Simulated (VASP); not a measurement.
# SrO (Fm-3m) in VASP: notebook, part 2 of 2

VASP 6.6.1.

**4. Relaxation of cell and atoms, PBEsol**

INCAR

```
SYSTEM = SrO
PREC = Accurate
ENCUT = 600
EDIFF = 1E-7
ISMEAR = 0
SIGMA = 0.03
LREAL = .FALSE.
LASPH = .TRUE.
NELM = 80
ALGO = Normal
ISIF = 3
LWAVE = .FALSE.
LCHARG = .FALSE.
GGA = PS
IBRION = 2
NSW = 90
EDIFFG = -0.005
```

KPOINTS

```
Automatic mesh
0
G
  10 10 10
  0 0 0
```

POSCAR

```
SrO                                     
1.0
    0.0000000000      2.5663000000      2.5663000000
    2.5663000000      0.0000000000      2.5663000000
    2.5663000000      2.5663000000      0.0000000000
  Sr              O             
     1     1
Direct
     0.5000000000000000    0.5000000000000000    0.5000000000000000
     0.0000000000000000    0.0000000000000000    0.0000000000000000
```

Potentials or basis: VASP PAW PBE potentials, release 64 (Sr_sv, O).

Launch:

```
> cat potpaw_PBE.64/Sr_sv/POTCAR potpaw_PBE.64/O/POTCAR > POTCAR
> mpirun -np 1 vasp_std > vasp.out
```

OUTCAR:

```text
SYSTEM = SrO
   PREC = Accurate
   ENCUT = 600
   EDIFF = 1E-7
   ISMEAR = 0
   LREAL = .FALSE.
   LASPH = .TRUE.
   NELM = 80
   ISIF = 3
   GGA = PS
   IBRION = 2
   NSW = 90
   EDIFFG = -0.005

 ion  position               nearest neighbor table
   1  0.500  0.500  0.500-   2 2.57   2 2.57   2 2.57   2 2.57   2 2.57   2 2.57
   2  0.000  0.000  0.000-   1 2.57   1 2.57   1 2.57   1 2.57   1 2.57   1 2.57

  LATTYP: Found a face centered cubic cell.
 ALAT       =     5.1326000000

  Lattice vectors:

 A1 = (   0.0000000000,   2.5663000000,   2.5663000000)
 A2 = (   2.5663000000,   0.0000000000,   2.5663000000)
 A3 = (   2.5663000000,   2.5663000000,   0.0000000000)

Analysis of symmetry for initial positions (statically):
=====================================================================
 Subroutine PRICEL returns:
 Original cell was already a primitive cell.

 Routine SETGRP: Setting up the symmetry group for a
 face centered cubic supercell.

 Subroutine GETGRP returns: Found 48 space group operations
 (whereof 48 operations were pure point group operations)
 out of a pool of 48 trial point group operations.

The static configuration has the point symmetry O_h .

Analysis of symmetry for dynamics (positions and initial velocities):
=====================================================================
 Subroutine PRICEL returns:
 Original cell was already a primitive cell.

 Routine SETGRP: Setting up the symmetry group for a
 face centered cubic supercell.

 Subroutine GETGRP returns: Found 48 space group operations
 (whereof 48 operations were pure point group operations)
 out of a pool of 48 trial point group operations.

The dynamic configuration has the point symmetry O_h .

 Subroutine INISYM returns: Found 48 space group operations
 (whereof 48 operations are pure point group operations),
 and found     1 'primitive' translations
[... 118 lines left out ...]
  Thomas-Fermi vector in A             =   2.408533
   LORBIT       =      0    0 simple, 1 ext, 2 COOP (PROOUT), +10 PAW based schemes
   GGA     = PS    functional components
   LHFCALC =     F    Hartree Fock is set to
   AEXX    =    0.0000 exact exchange contribution
   IVDW    =     0    specifies the selected vdW correction
   LEPSILON=     F    determine dielectric tensor
   LRPA    =     F    only Hartree local field effects (RPA)
 conjugate gradient relaxation of ions
 non-spin polarized calculation
 Gauss-broadening in eV      SIGMA  =   0.03
  energy-cutoff  :      600.00
  volume of cell :       33.80
 maximum number of plane-waves:      1158
 NGX is ok and might be reduce to    30
   NGX = 15   NGY = 15   NGZ = 15

 number of electron      15.9999997 magnetization

 Free energy of the ion-electron system (eV)
  ---------------------------------------------------
  ext. energy  EPLUGINS =         0.00000000
  ---------------------------------------------------
  free energy    TOTEN  =       -12.64117050 eV

  energy without entropy =      -12.64117050  energy(sigma->0) =      -12.64117050

 E-fermi :   1.7535     XC(G=0): -10.3034

 val. band max:        1.5133509374   @ k =   0.0000   0.0000   0.0000
 cond. band min:       4.6659185006   @ k =   0.5000   0.5000   0.0000
 fundamental gap:      3.1525675632
 Fermi energy:         1.7534522067

 k-point     1 :       0.0000    0.0000    0.0000
  band No.  band energies     occupation
      1     -30.7040      2.00000
      2     -13.4914      2.00000
      3     -12.3508      2.00000
      4     -12.3508      2.00000
      5     -12.3508      2.00000
      6       1.5134      2.00000
      7       1.5134      2.00000
      8       1.5134      2.00000
      9       5.3754      0.00000
     10       7.6878      0.00000
     11       7.6878      0.00000
     12       7.6878      0.00000
[... 331 lines left out ...]
 k-point    24 :       0.4000    0.3000    0.0000
  band No.  band energies     occupation
      1     -30.5524      2.00000
      2     -14.2453      2.00000
      3     -12.7169      2.00000
      4     -12.6418      2.00000
      5     -12.1462      2.00000
      6       0.4336      2.00000
      7       1.2009      2.00000
      8       1.2804      2.00000
      9       5.3573      0.00000
     10       8.6319      0.00000
     11      11.0523      0.00000
     12      11.2470      0.00000

 [... further k-points ...]
[... 5 lines left out ...]
  --------------------------------------------------------------------------------------
  -------------------------------------------------------------------------------------
  Total       -0.0017609     -0.0017609     -0.0017609     -0.0000000      0.0000000     -0.0000000
  in kB       -0.0834623     -0.0834623     -0.0834623     -0.0000000      0.0000000     -0.0000000
  external PRESSURE =      -0.0834623 kB  Pullay stress =       0.0000000 kB

 VOLUME and BASIS-vectors are now :
 -----------------------------------------------------------------------------
  energy-cutoff  :      600.00
  volume of cell :       33.80
      direct lattice vectors                 reciprocal lattice vectors
     0.000000000  2.566300000  2.566300000    -0.194833028  0.194833028  0.194833028
     2.566300000  0.000000000  2.566300000     0.194833028 -0.194833028  0.194833028
     2.566300000  2.566300000  0.000000000     0.194833028  0.194833028 -0.194833028

 POSITION                                       TOTAL-FORCE (eV/Angst)
 -----------------------------------------------------------------------------------
      2.56630      2.56630      2.56630        -0.000000      0.000000      0.000000
      0.00000      0.00000      0.00000         0.000000     -0.000000     -0.000000
 -----------------------------------------------------------------------------------
    total drift:                               -0.000000      0.000000      0.000000

  FREE ENERGIE OF THE ION-ELECTRON SYSTEM (eV)
  ---------------------------------------------------
  free  energy   TOTEN  =       -12.6411704984 eV

  energy  without entropy=      -12.6411704984  energy(sigma->0) =      -12.64117050

 reached required accuracy - stopping structural energy minimisation
```

OSZICAR:

```text
N       E                     dE             d eps       ncg     rms          rms(c)
DAV:   1     0.728245928669E+02    0.72825E+02   -0.86361E+03  1128   0.139E+03
DAV:   2    -0.106182819002E+02   -0.83443E+02   -0.76316E+02  1564   0.259E+02
DAV:   3    -0.144689564153E+02   -0.38507E+01   -0.38263E+01  1628   0.515E+01
DAV:   4    -0.146153027849E+02   -0.14635E+00   -0.14631E+00  1500   0.640E+00
DAV:   5    -0.146168001874E+02   -0.14974E-02   -0.14974E-02  1484   0.616E-01    0.172E+01
DAV:   6    -0.127868725056E+02    0.18299E+01   -0.91665E+00  1308   0.230E+01    0.206E+01
DAV:   7    -0.126650908277E+02    0.12178E+00   -0.54103E-01  1396   0.666E+00    0.120E+01
DAV:   8    -0.126410999214E+02    0.23991E-01   -0.14346E-01  1192   0.416E+00    0.729E-01
DAV:   9    -0.126408234248E+02    0.27650E-03   -0.11921E-02  1652   0.919E-01    0.217E-01
DAV:  10    -0.126411005175E+02   -0.27709E-03   -0.78683E-04  1240   0.287E-01    0.633E-02
DAV:  11    -0.126411647646E+02   -0.64247E-04   -0.95331E-05  1280   0.901E-02    0.309E-02
DAV:  12    -0.126411721357E+02   -0.73711E-05   -0.13081E-05  1596   0.346E-02    0.256E-02
DAV:  13    -0.126411705649E+02    0.15708E-05   -0.24110E-06  1392   0.167E-02    0.294E-03
DAV:  14    -0.126411704984E+02    0.66495E-07   -0.43848E-07  1532   0.555E-03
   1 F= -.12641170E+02 E0= -.12641170E+02  d E =-.126412E+02
```

CONTCAR:

```text
SrO
   1.00000000000000
     0.0000000000000000    2.5663000000000000    2.5663000000000000
     2.5663000000000000    0.0000000000000000    2.5663000000000000
     2.5663000000000000    2.5663000000000000    0.0000000000000000
  Sr              O
     1     1
Direct
     0.5000000000000000    0.5000000000000000    0.5000000000000000
     0.0000000000000000    0.0000000000000000    0.0000000000000000

  0.00000000E+00  0.00000000E+00  0.00000000E+00
  0.00000000E+00  0.00000000E+00  0.00000000E+00
```

Wall time 16 s (1 thread of Intel Xeon 6975P-C (Granite Rapids), shared host); peak memory 0.18 GiB.

Results:

```yaml
Free_energy: -12.6412 eV
Pressure_after_relaxing: 0.0 GPa
Band_gap_on_the_k_mesh: 3.15 eV, indirect (least direct gap 3.24 eV)
```

Final structure:
```
Sr O
1.0
     0.00000    2.56630    2.56630
     2.56630    0.00000    2.56630
     2.56630    2.56630    0.00000
Sr O
1 1
Cartesian
  2.5663 2.5663 2.5663
  0.0000 0.0000 0.0000
```

Levels at points of the mesh, in eV from the valence-band top:
```
           k point  band 6  band 7  band 8  band 9  band 10  band 11
(0.00, 0.00, 0.00)    0.00    0.00    0.00    3.86     6.17     6.17
(0.50, 0.00, 0.00)   -2.24   -1.16   -1.16    6.51     8.33     8.88
(0.50, 0.50, 0.00)   -0.43   -0.08   -0.08    3.15     7.80    10.23
```

Caveat: the relaxation stopped at its first step, so nothing moved; the PAW data sets were made with another functional, which shifts forces and pressure a little.
